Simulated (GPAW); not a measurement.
Al2Pt:

```
Pt Al
1.0
     0.00000    2.95500    2.95500
     2.95500    0.00000    2.95500
     2.95500    2.95500    0.00000
Pt Al
1 2
Direct
  0.00000 0.00000 0.00000
  0.75000 0.75000 0.75000
  0.25000 0.25000 0.25000
```

* Program: GPAW 26.7.0
* Task: single point
* Functional: PBEsol
* Potentials or basis: PAW data sets generated in the run's folder for this functional
* Cutoff: 600 eV
* Basis: pw
* k mesh: 8 × 8 × 8
* Occupations: fermi-dirac, width 0.05 eV
* Spin: no spin polarisation

On this cell: pressure -0.5 GPa; largest force zero by symmetry; band gap on the k mesh none (metal or under the smearing width).

The same run follows on a disturbed copy (atoms moved at random, drawn with an rms of 0.05 Å):

```
CELL_PARAMETERS angstrom
0.00000 2.95500 2.95500
2.95500 0.00000 2.95500
2.95500 2.95500 0.00000
ATOMIC_POSITIONS crystal
Pt 0.01173 0.98495 0.99436
Al 0.75402 0.75336 0.74357
Al 0.25103 0.24881 0.25647
```

Q: What changes?

A: The energy (extrapolated to zero smearing) moves by +7.9 meV/atom; pressure -0.2 GPa; largest force 0.571 eV/Å; band gap on the k mesh none (metal or under the smearing width).

Forces on the atoms (eV/Å):
```
Pt   0.545 -0.076  0.153
Al  -0.163  0.142 -0.163
Al  -0.382 -0.066  0.010
```

Stress tensor (GPa, compression positive):
```
-0.31  0.49 -0.60
 0.49 -0.14 -0.65
-0.60 -0.65 -0.16
```
